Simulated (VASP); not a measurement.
# BeS (F-43m) in VASP: single point with HSE06

Aim: the single point of BeS with HSE06.

Everything below comes from runs of VASP 6.6.1. Logs are shortened: lines on timing, memory, paths and dates and some standing lists are left out, and cuts for length are marked.

### 1 The crystal as given

Symmetry: F-43m, No. 216, cubic system. Conventional cell: a = 4.841 Å, b = 4.841 Å, c = 4.841 Å, α = 90.00°, β = 90.00°, γ = 90.00°. Be (site symmetry -43m) has 4 S at 2.10 Å as nearest neighbours. S (site symmetry -43m) has 4 Be at 2.10 Å as nearest neighbours.

The cell is a database's computed one.

### 2 Single point, HSE06

The input, POSCAR:

```
BeS
1.0
    0.0000000000      2.4205100000      2.4205100000
    2.4205100000      0.0000000000      2.4205100000
    2.4205100000      2.4205100000      0.0000000000
Be S
1 1
Direct
    0.0000000000      0.0000000000      0.0000000000
    0.2500000000      0.2500000000      0.2500000000
```

The input, INCAR.step1:

```
SYSTEM = BeS
  ALGO = Normal
  EDIFF = 1E-5
  ENCUT = 520
  GGA = PE
  ISIF = 2
  ISMEAR = 0
  LASPH = .TRUE.
  LREAL = .FALSE.
  LWAVE = .TRUE.
  NBANDS = 11
  NELM = 80
  PREC = Accurate
  SIGMA = 0.02
```

The input, INCAR.step2:

```
SYSTEM = BeS
  ALGO = Normal
  EDIFF = 1E-7
  ENCUT = 520
  GGA = PE
  HFSCREEN = 0.2
  ISIF = 2
  ISMEAR = 0
  ISTART = 1
  LASPH = .TRUE.
  LCHARG = .TRUE.
  LELF = .TRUE.
  LHFCALC = .TRUE.
  LREAL = .FALSE.
  LVHAR = .TRUE.
  LWAVE = .FALSE.
  NBANDS = 11
  NELM = 80
  PREC = Accurate
  PRECFOCK = Fast
  SIGMA = 0.02
```

The input, KPOINTS:

```
k-points
0
G
  6 6 6
  0 0 0
```

Potentials or basis: VASP PAW PBE potentials, release 64 (Be, S).

The run is started by

```sh
> cat potpaw_PBE.64/Be/POTCAR potpaw_PBE.64/S/POTCAR > POTCAR
> cp INCAR.step1 INCAR
> mpirun -np 1 vasp_std > vasp.out
> cp INCAR.step2 INCAR
> mpirun -np 1 vasp_std > vasp.out
```

OUTCAR:

```text
SYSTEM = BeS
   EDIFF = 1E-7
   ENCUT = 520
   GGA = PE
   HFSCREEN = 0.2
   ISIF = 2
   ISMEAR = 0
   ISTART = 1
   LASPH = .TRUE.
   LHFCALC = .TRUE.
   LREAL = .FALSE.
   NELM = 80
   PREC = Accurate
   PRECFOCK = Fast

 ion  position               nearest neighbor table
   1  0.000  0.000  0.000-   2 2.10   2 2.10   2 2.10   2 2.10
   2  0.250  0.250  0.250-   1 2.10   1 2.10   1 2.10   1 2.10

  LATTYP: Found a face centered cubic cell.
 ALAT       =     4.8410200000

  Lattice vectors:

 A1 = (   0.0000000000,   2.4205100000,   2.4205100000)
 A2 = (   2.4205100000,   0.0000000000,   2.4205100000)
 A3 = (   2.4205100000,   2.4205100000,   0.0000000000)

Analysis of symmetry for initial positions (statically):
=====================================================================
 Subroutine PRICEL returns:
 Original cell was already a primitive cell.

 Routine SETGRP: Setting up the symmetry group for a
 face centered cubic supercell.

 Subroutine GETGRP returns: Found 24 space group operations
 (whereof 24 operations were pure point group operations)
 out of a pool of 48 trial point group operations.

The static configuration has the point symmetry T_d .

Analysis of symmetry for dynamics (positions and initial velocities):
=====================================================================
 Subroutine PRICEL returns:
 Original cell was already a primitive cell.

 Routine SETGRP: Setting up the symmetry group for a
 face centered cubic supercell.

 Subroutine GETGRP returns: Found 24 space group operations
 (whereof 24 operations were pure point group operations)
 out of a pool of 48 trial point group operations.

The dynamic configuration has the point symmetry T_d .

 Subroutine INISYM returns: Found 24 space group operations
 (whereof 24 operations are pure point group operations),
 and found     1 'primitive' translations

----------------------------------------------------------------------------------------

                                     Primitive cell

  volume of cell :      28.3629

  direct lattice vectors                    reciprocal lattice vectors
     0.000000000  2.420510000  2.420510000    -0.206568037  0.206568037  0.206568037
     2.420510000  0.000000000  2.420510000     0.206568037 -0.206568037  0.206568037
     2.420510000  2.420510000  0.000000000     0.206568037  0.206568037 -0.206568037

[... 90 lines left out ...]
   EFERMI_NEDOS =   21; number of points for ismear=-14 and -15
   IALGO  =     38    algorithm
   IMIX   =      1    mixing-type and parameters
     AMIX     =   0.40;   BMIX     =  1.00
     AMIX_MAG =   1.60;   BMIX_MAG =  1.00
  volume/ion in A,a.u.               =      14.18        95.70
  Fermi-wavevector in a.u.,A,eV,Ry     =   1.073630  2.028866 15.683180  1.152681
  Thomas-Fermi vector in A             =   2.209435
   LORBIT       =      0    0 simple, 1 ext, 2 COOP (PROOUT), +10 PAW based schemes
   GGA     = PE    functional components
   LHFCALC =     T    Hartree Fock is set to
   PRECFOCK=fast      Normal, Fast or Accurate (Low or Medium for compatibility)
   ENCUT4O =  -1.0   cutoff for four orbital integrals eV
   NKREDX  =     1    reduce k-point grid by
   NKREDY  =     1    reduce k-point grid by
   NKREDZ  =     1    reduce k-point grid by
   AEXX    =    0.2500 exact exchange contribution
   HFSCREEN=    0.2000 screening length (either q_TF or 0.3 A-1)
   HFSCREENC=   0.2000 screening length for correlation (either q_TF or 0.3 A-1)
   ENCUTFOCK=  -1.0 apply spherical cutoff to Coloumb kernel
   IVDW    =     0    specifies the selected vdW correction
   LEPSILON=     F    determine dielectric tensor
   LRPA    =     F    only Hartree local field effects (RPA)
 non-spin polarized calculation
 Gauss-broadening in eV      SIGMA  =   0.02
  energy-cutoff  :      520.00
  volume of cell :       28.36
 maximum number of plane-waves:       778
 NGX is ok and might be reduce to    28
  NGX = 16; NGY = 16; NGZ = 16

 number of electron       7.9999999 magnetization

 Free energy of the ion-electron system (eV)
  ---------------------------------------------------
  ext. energy  EPLUGINS =         0.00000000
  ---------------------------------------------------
  free energy    TOTEN  =       -11.40911324 eV

  energy without entropy =      -11.40911324  energy(sigma->0) =      -11.40911324

 E-fermi :   3.7350     XC(G=0):  -8.0930

 val. band max:        3.5673644454   @ k =   0.0000   0.0000   0.0000
 cond. band min:       7.6244894116   @ k =   0.5000   0.5000   0.0000
 fundamental gap:      4.0571249662
 Fermi energy:         3.7350461639

 k-point     1 :       0.0000    0.0000    0.0000
  band No.  band energies     occupation
      1     -11.5654      2.00000
      2       3.5674      2.00000
      3       3.5674      2.00000
      4       3.5674      2.00000
      5      10.4518      0.00000
      6      10.4518      0.00000
      7      10.4518      0.00000
      8      10.7024      0.00000
      9      17.8756      0.00000
     10      17.8756      0.00000
     11      19.9101      0.00000
[... 197 lines left out ...]
 k-point    16 :      -0.3333    0.5000    0.1667
  band No.  band energies     occupation
      1      -9.1126      2.00000
      2      -1.5411      2.00000
      3      -0.1893      2.00000
      4       0.0951      2.00000
      5       9.7815      0.00000
      6      11.4280      0.00000
      7      15.1016      0.00000
      8      15.6086      0.00000
      9      19.7877      0.00000
     10      19.8320      0.00000
     11      22.4205      0.00000

------------------------ aborting loop because EDIFF is reached ----------------------------------------

  FORCE on cell =-STRESS in cart. coord.  units (eV):
  Direction    XX          YY          ZZ          XY          YZ          ZX
  --------------------------------------------------------------------------------------
  -------------------------------------------------------------------------------------
  Total        0.1090606      0.1090606      0.1090606      0.0000000      0.0000000      0.0000000
  in kB        6.1606683      6.1606683      6.1606683      0.0000000      0.0000000      0.0000000
  external PRESSURE =       6.1606683 kB  Pullay stress =       0.0000000 kB

 VOLUME and BASIS-vectors are now :
 -----------------------------------------------------------------------------
  energy-cutoff  :      520.00
  volume of cell :       28.36
      direct lattice vectors                 reciprocal lattice vectors
     0.000000000  2.420510000  2.420510000    -0.206568037  0.206568037  0.206568037
     2.420510000  0.000000000  2.420510000     0.206568037 -0.206568037  0.206568037
     2.420510000  2.420510000  0.000000000     0.206568037  0.206568037 -0.206568037

 POSITION                                       TOTAL-FORCE (eV/Angst)
 -----------------------------------------------------------------------------------
      0.00000      0.00000      0.00000        -0.000000     -0.000000     -0.000000
      1.21026      1.21026      1.21026         0.000000      0.000000      0.000000
 -----------------------------------------------------------------------------------
    total drift:                               -0.000000     -0.000000     -0.000000

  FREE ENERGIE OF THE ION-ELECTRON SYSTEM (eV)
  ---------------------------------------------------
  free  energy   TOTEN  =       -11.4091132359 eV

  energy  without entropy=      -11.4091132359  energy(sigma->0) =      -11.40911324
```

OUTCAR.step1:

```text
SYSTEM = BeS
   EDIFF = 1E-5
   ENCUT = 520
   GGA = PE
   ISIF = 2
   ISMEAR = 0
[... 437 lines left out ...]
      0.00000      0.00000      0.00000        -0.000000     -0.000000     -0.000000
      1.21026      1.21026      1.21026         0.000000      0.000000      0.000000
 -----------------------------------------------------------------------------------
    total drift:                                0.000000      0.000000      0.000000

  FREE ENERGIE OF THE ION-ELECTRON SYSTEM (eV)
  ---------------------------------------------------
  free  energy   TOTEN  =       -10.0064205508 eV

  energy  without entropy=      -10.0064205508  energy(sigma->0) =      -10.00642055
```

OSZICAR.step1:

```text
N       E                     dE             d eps       ncg     rms          rms(c)
DAV:   1     0.217268007304E+02    0.21727E+02   -0.41639E+03   360   0.634E+02
DAV:   2    -0.895804472107E+01   -0.30685E+02   -0.28458E+02   459   0.121E+02
DAV:   3    -0.101774898473E+02   -0.12194E+01   -0.12158E+01   460   0.230E+01
DAV:   4    -0.101848782933E+02   -0.73884E-02   -0.73862E-02   427   0.204E+00
DAV:   5    -0.101849404506E+02   -0.62157E-04   -0.62155E-04   457   0.183E-01    0.571E+00
DAV:   6    -0.100471279377E+02    0.13781E+00   -0.11700E-01   403   0.165E+00    0.389E+00
DAV:   7    -0.100050992950E+02    0.42029E-01   -0.12161E-01   433   0.183E+00    0.992E-01
DAV:   8    -0.100062834470E+02   -0.11842E-02   -0.65131E-03   453   0.416E-01    0.149E-01
DAV:   9    -0.100063788908E+02   -0.95444E-04   -0.51322E-04   442   0.143E-01    0.323E-02
DAV:  10    -0.100064147741E+02   -0.35883E-04   -0.70061E-05   432   0.454E-02    0.102E-02
DAV:  11    -0.100064205508E+02   -0.57767E-05   -0.17789E-05   416   0.220E-02
   1 F= -.10006421E+02 E0= -.10006421E+02  d E =-.325167E-33
```

It took 4.5 min on 1 thread of AMD EPYC 7R13 (Zen 3), shared host; peak memory 0.23 GiB.

Results:

| Quantity | Value |
| --- | --- |
| Free energy | -11.4091 eV |
| Pressure | 0.6 GPa |
| Band gap on the k mesh | 4.06 eV, indirect (least direct gap 6.88 eV) |

Levels at points of the mesh, in eV from the valence-band top:
| k point | band 1 | band 2 | band 3 | band 4 | band 5 | band 6 | band 7 | band 8 | band 9 |
| --- | --- | --- | --- | --- | --- | --- | --- | --- | --- |
| (0.00, 0.00, 0.00) | -15.13 | 0.00 | 0.00 | 0.00 | 6.88 | 6.88 | 6.88 | 7.14 | 14.31 |
| (0.50, 0.00, 0.00) | -13.34 | -6.40 | -1.13 | -1.13 | 6.65 | 7.79 | 7.79 | 12.60 | 16.64 |
| (0.50, 0.50, 0.00) | -12.73 | -5.58 | -2.90 | -2.90 | 4.06 | 5.98 | 14.60 | 14.60 | 17.36 |

Caveat: the PAW data sets were made with another functional, which shifts forces and pressure a little.
